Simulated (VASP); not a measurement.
Here is the system:

```xyz
5
Lattice="4.1882 0.0000 0.0000 0.0000 4.1882 0.0000 0.0000 0.0000 4.1882" Properties=species:S:1:pos:R:3 pbc="T T T"
Ba     0.0000     0.0000     0.0000
Sn     2.0941     2.0941     2.0941
O      2.0941     0.0000     2.0941
O      0.0000     2.0941     2.0941
O      2.0941     2.0941     0.0000
```

Level of theory: PBE GGA with spin-orbit coupling, VASP's PBE PAW potentials (set 64) (plane waves; VASP). Numerical set-up: 520 eV cut-off, 5×5×5 Γ-centred mesh, Gaussian smearing of 0.050 eV, potentials Ba_sv Sn_d O.

Q: Give the energies of bands 31 to 44 at the high-symmetry points, in eV from the valence-band maximum.

A: 
```tsv
band	Γ	X	M	R
31	-0.98	-2.17	-1.61	-1.45
32	-0.98	-2.17	-1.61	-1.45
33	-0.98	-1.64	-1.60	-0.81
34	-0.98	-1.64	-1.60	-0.81
35	-0.96	-1.13	-1.18	-0.81
36	-0.96	-1.13	-1.18	-0.81
37	-0.62	-1.10	-1.09	-0.02
38	-0.62	-1.10	-1.09	-0.02
39	-0.48	-1.02	-0.82	0.00
40	-0.48	-1.02	-0.82	0.00
41	-0.48	-0.93	-0.08	0.00
42	-0.48	-0.93	-0.08	0.00
43	0.33	4.38	6.25	4.84
44	0.33	4.38	6.25	4.84
```

The gap is indirect, 0.33 eV, from the valence maximum at R to the conduction minimum at Γ.

Measured: gap 2.95 eV (computed value off by -2.62 eV), as given by Hyung Joon Kim et al., Physical Review B (2012), arXiv:1207.0764.

The compound is BaSnO3 in the cubic perovskite structure. It was relaxed first, which changed the volume by +5 %.
